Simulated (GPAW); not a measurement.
# GaN (P6_3mc) in GPAW: single point with PBE

Aim: the single point of GaN with PBE.

Program: GPAW 26.7.0. These are calculated values, not measurements. Logs are shortened: lines on timing, memory, paths and dates and some standing lists are left out, and cuts for length are marked. The log counts tension as positive stress, the text compression.

**Experimental background.**

From “Studying electronic properties in GaN without electrical contacts using γ-γ vs e−-γ Perturbed Angular Correlations”, 2019, pmc:6823545, for a bulk crystal of GaN: band gap 3.503 ± 0.005 eV (direct).

The runs below are set against these values where they give the same quantity.

## (1) The crystal as given

It takes space group P6_3mc (No. 186, hexagonal). The conventional cell has a = 3.180 Å, b = 3.180 Å, c = 5.166 Å, α = 90.00°, β = 90.00°, γ = 120.00°. Around Ga (site symmetry 3m) lie 4 N at 1.94 to 1.95 Å. N (site symmetry 3m) is surrounded by 4 Ga at 1.94 to 1.95 Å.

## (2) Single point, PBE

File run.py:

```python
from ase.dft.bandgap import bandgap
from ase.io import read, write
from ase.units import GPa
from gpaw import GPAW, PW

atoms = read('POSCAR')

calc = GPAW(mode=PW(650),
            xc='PBE',
            kpts={'size': (8, 8, 4), 'gamma': True},
            occupations={'name': 'fermi-dirac', 'width': 0.05},
            nbands=18,
            convergence={'density': 1e-05, 'energy': 1e-05},
            maxiter=80,
            txt='gpaw.txt')
atoms.calc = calc
energy = atoms.get_potential_energy()
forces = atoms.get_forces()
stress = atoms.get_stress()
calc.write('gs.gpw')
write('result.traj', atoms)
print(f'Energy: {energy:.6f} eV')
print('Forces (eV/A):')
print(forces.round(4))
print('Stress (GPa):', (stress / GPa).round(3))
print('Fermi level:', round(calc.get_fermi_level(), 4), 'eV')
print(f'Gap: {bandgap(calc)[0]:.4f} eV, direct: {bandgap(calc, direct=True)[0]:.4f} eV')
```

File POSCAR:

```
GaN
1.0
    3.1800000000      0.0000000000      0.0000000000
   -1.5900000000      2.7539607840      0.0000000000
    0.0000000000      0.0000000000      5.1660000000
Ga N
2 2
Direct
    0.6666666667      0.3333333333      0.5000000000
    0.3333333333      0.6666666667      0.0000000000
    0.6666666667      0.3333333333      0.8750000000
    0.3333333333      0.6666666667      0.3750000000
```

Potentials or basis: GPAW PAW data sets (gpaw-data 1.2.1), pw.

The run is started by

```
> OMP_NUM_THREADS=1 python run.py
```

gpaw.txt:

```text
__  _  _
 | _ |_)|_||  |
 |__||  | ||/\| - 26.7.0

Input parameters:
  mode=PW(ecut=650.0),
  convergence={'density': 1e-05, 'energy': 1e-05},
  kpts=MonkhorstPack(size=(8, 8, 4), gamma=True),
  maxiter=80,
  nbands=18,
  occupations=Occupations(name='fermi-dirac', width=0.05),
  xc=XC(name='PBE')

Diagonalizing LCAO Hamiltonian
Converting LCAO to pw mode

           N

           Ga
        N

        Ga

Atoms  # Å, Bohr magnetons
|   | symbol |         x |        y |        z |    initial magnetic moments |
|---|--------|-----------|----------|----------|-----------------------------|
| 0 |     Ga |  1.590000 | 0.917987 | 2.583000 | ( 0.0000,  0.0000,  0.0000) |
| 1 |     Ga | -0.000000 | 1.835974 | 0.000000 | ( 0.0000,  0.0000,  0.0000) |
| 2 |      N |  1.590000 | 0.917987 | 4.520250 | ( 0.0000,  0.0000,  0.0000) |
| 3 |      N | -0.000000 | 1.835974 | 1.937250 | ( 0.0000,  0.0000,  0.0000) |

Unit cell  # Å
| periodic |         x |        y |        z |  lengths |     angles |
|----------|-----------|----------|----------|----------|------------|
|      yes |  3.180000 | 0.000000 | 0.000000 | 3.180000 |  90.000000 |
|      yes | -1.590000 | 2.753961 | 0.000000 | 3.180000 |  90.000000 |
|      yes |  0.000000 | 0.000000 | 5.166000 | 5.166000 | 120.000000 |

Number of symmetries: 6
Symmetry operations  # r_c * U_cc + t_c -> r_c
|   | kind |            matrix            |
|---|------|------------------------------|
| 0 |  σ   |  1, 1, 0,  0,-1, 0,  0, 0, 1 |
| 1 |  E   |  1, 0, 0,  0, 1, 0,  0, 0, 1 |
| 2 |  C3  |  0, 1, 0, -1,-1, 0,  0, 0, 1 |
| 3 |  σ   |  0,-1, 0, -1, 0, 0,  0, 0, 1 |
| 4 |  σ   | -1, 0, 0,  1, 1, 0,  0, 0, 1 |
| 5 |  C3  | -1,-1, 0,  1, 0, 0,  0, 0, 1 |

BZ-sampling:
  Number of BZ points: 256
  Number of IBZ points: 35

  Monkhorst-Pack size: [8, 8, 4]
  Monkhorst-Pack shift: [0.0625, 0.0625, 0.125]

K-points  # in reciprocal-cell coordinates
|     |                                coordinates |     weight |
|-----|--------------------------------------------|------------|
|   0 | (  0.00000000,   0.00000000,   0.00000000) | 0.00390625 |
|   1 | (  0.00000000,   0.00000000,   0.25000000) | 0.00781250 |
|   2 | (  0.00000000,   0.00000000,   0.50000000) | 0.00390625 |
|   3 | (  0.12500000,   0.00000000,  -0.25000000) | 0.02343750 |
|   4 | (  0.12500000,   0.00000000,   0.00000000) | 0.02343750 |
|   5 | (  0.12500000,   0.00000000,   0.25000000) | 0.02343750 |
|   6 | (  0.12500000,   0.00000000,   0.50000000) | 0.02343750 |
|   7 | (  0.25000000,  -0.12500000,   0.00000000) | 0.02343750 |
|   8 | (  0.25000000,  -0.12500000,   0.25000000) | 0.04687500 |
|   9 | (  0.25000000,  -0.12500000,   0.50000000) | 0.02343750 |
| ... |                                            |            |
|  34 | (  0.50000000,   0.50000000,   0.50000000) | 0.01171875 |

Plane wave coefficients: 1737
Cutoff: 650.0 eV

Spin-components: 1 (collinear spins)
Bands:           18
Projectors:      20
Spin-degeneracy: 2
Datatype:        complex128

Density:
  Valence electrons: 16.0
  Components: 1
  Grid points: [20 20 32]
  Charge: 0.0  # |e|

Potential:
  Grid points: [20 20 32]

species:
  Ga:
    name:    Gallium
    Z:       31.0
    valence: 3
    core:    28
    charge:  0.0  # [|e|]
    compensation charges:
      type: gauss
      rc: 0.37  # [Å]
      lmax: 2
    cutoffs:
      filter: 2.06  # [Å]
      core: 4.17  # [Å]
    projectors
    | kind |    occ | energy [eV] | rcut [Å] |
    |------|--------|-------------|----------|
    |   4s |  2.000 |      -8.945 |    1.164 |
    |   4p |  1.000 |      -2.580 |    1.164 |
    |    s |        |      18.266 |    1.164 |
    |    p |        |      24.631 |    1.164 |
    |    d |        |       0.000 |    1.164 |

    Using partial waves for Ga as LCAO basis

  N:
    name:    Nitrogen
    Z:       7.0
    valence: 5
    core:    2
    charge:  0.0  # [|e|]
    compensation charges:
      type: gauss
      rc: 0.18  # [Å]
      lmax: 2
    cutoffs:
      filter: 1.11  # [Å]
      core: 0.96  # [Å]
    projectors
    | kind |    occ | energy [eV] | rcut [Å] |
    |------|--------|-------------|----------|
    |   2s |  2.000 |     -18.583 |    0.603 |
    |   2p |  3.000 |      -7.089 |    0.529 |
    |    s |        |       8.629 |    0.603 |
    |    p |        |      20.123 |    0.529 |
    |    d |        |       0.000 |    0.577 |

    Using partial waves for N as LCAO basis

Reference energy: -108732.786066  # eV

eigensolver:
  PPCG
  Converge bands: occupied
  niter=2

density mixing:
  MSR1-Mixer
  Pratt-step length: 0.05
  Maximum mixing coefficient: 0.75
  Old densities: 10
  SVD Regularization: 0.005
  Good broyden scale: 1.0
  Trust region scale: 1.0
  Backstep threshold: 4.0
  History deletion threshold: 6.0
  Fourier metric: weight=20.0, sigma=0.015

occupation numbers:
  Fermi-Dirac:
    width: 0.0500  # eV

poisson solver:
  ecut: 5200.0  # eV

xc functional:
  name: PBE with 2 nearest neighbor stencil

convergence criteria:
- Maximum integral of absolute [dens]ity change: 1e-05 electrons / valence electron
- Maximum [total energy] change in last 3 cyles: 1e-05 eV / valence electron
- Maximum integral of absolute [eigenst]ate change: 4e-08 eV^2 / valence electron
maximum number of iterations: 80

SCF iterations
|iter     | |      energy | eigst |  dens |
|---------|-|-------------|-------|-------|
|iter:   1| |  -27.610260 | -0.28 |       |
|iter:   2| |  -26.637205 | -1.86 | -0.57 |
|iter:   3| |  -23.987390 | -0.53 | -0.62 |
|iter:   4| |  -23.985617 | -2.93 | -1.30 |
|iter:   5| |  -23.987040 | -3.47 | -1.57 |
|iter:   6| |  -23.987064 | -5.46 | -2.88 |
|iter:   7| |  -23.987084c| -6.22 | -3.20 |
|iter:   8| |  -23.987084c| -8.01c| -4.28 |
|iter:   9| |  -23.987084c| -8.07c| -4.88 |
|iter:  10| |  -23.987084c| -8.71c| -5.18c|

Converged in 10 steps
Energy contributions relative to reference atoms: (reference = -108732.786066)

Energy contributions:
  Kinetic:          70.503793
  Coulomb:         -61.446196
  Zero:              0.172652
  External:          0.000000
  Xc:              -33.217332
  Entropy:          -0.000000
  Spinorbit:         0.000000
  ----------------------------
  Free energy:     -23.987084
  Extrapolated:    -23.987084

dipole moment: (-0.000024, -0.000040, -11.595525)  # |e|*Ang

Fermi level: 7.513
Eigenvalues  # (at kpt = [0.000, 0.000, 0.000])
| band index |      eig [eV] | occ [0-2] |
|------------|---------------|-----------|
|          0 |        -9.443 |     2.000 |
|          1 |        -7.059 |     2.000 |
|          2 |        -0.532 |     2.000 |
|          3 |         5.505 |     2.000 |
|          4 |         5.505 |     2.000 |
|          5 |         6.501 |     2.000 |
[... 8 lines left out ...]
|         14 |        18.413 |     0.000 |
|         15 |        18.413 |     0.000 |
|        ... |               |           |
|         17 |        21.833 |     0.000 |

Gap: 2.074 eV
Transition (v -> c):
  (s=0, k=0, n=7, [0.00, 0.00, 0.00]) -> (s=0, k=0, n=8, [0.00, 0.00, 0.00])
No difference between direct/indirect transitions

Forces  # eV/Ang
|        x |        y |        z |
|----------|----------|----------|
|  0.00000 |  0.00000 | -0.18103 |  # Ga   0
| -0.00000 |  0.00000 | -0.18106 |  # Ga   1
|  0.00000 | -0.00000 |  0.18030 |  # N    2
|  0.00000 |  0.00000 |  0.18032 |  # N    3

Stress tensor  # eV/Ang^3
|         x |         y |         z |
|-----------|-----------|-----------|
| -0.071900 |  0.000000 |  0.000000 |
| -0.000000 | -0.071900 |  0.000000 |
|  0.000000 |  0.000000 | -0.085933 |

# Writing to gs.gpw (mode='')
```

Run time: 18 s. Hardware: 1 thread of Arm Neoverse V1, shared host; peak memory 0.17 GiB.

What came out:

| Quantity | Value |
| --- | --- |
| Free energy | -23.9871 eV |
| Pressure | 12.3 GPa |
| Largest force | 0.181 eV/Å |
| Band gap on the k mesh | 2.07 eV, direct |

Forces in eV/Å, atoms in the order of the input:
```
Ga   0.000  0.000 -0.181
Ga   0.000  0.000 -0.181
N    0.000  0.000  0.180
N    0.000  0.000  0.180
```

Stress tensor (GPa, compression positive):
```
11.52  0.00  0.00
 0.00 11.52  0.00
 0.00  0.00 13.77
```

Caveat: the cutoff is short for stress and forces, so pressures can be off by a GPa or more.

## (3) Comparison with measurements

Step 2. Measured gap of GaN: 3.503 eV (direct; quoted in “Studying electronic properties in GaN without electrical contacts using γ-γ vs e−-γ Perturbed Angular Correlations”, 2019, pmc:6823545). This calculation gives 2.07 eV (-1.43 eV). Spin-orbit coupling on Ga is left out. The value is that of PBE, without temperature or zero-point motion. Semilocal functionals fall short of measured gaps as a rule.
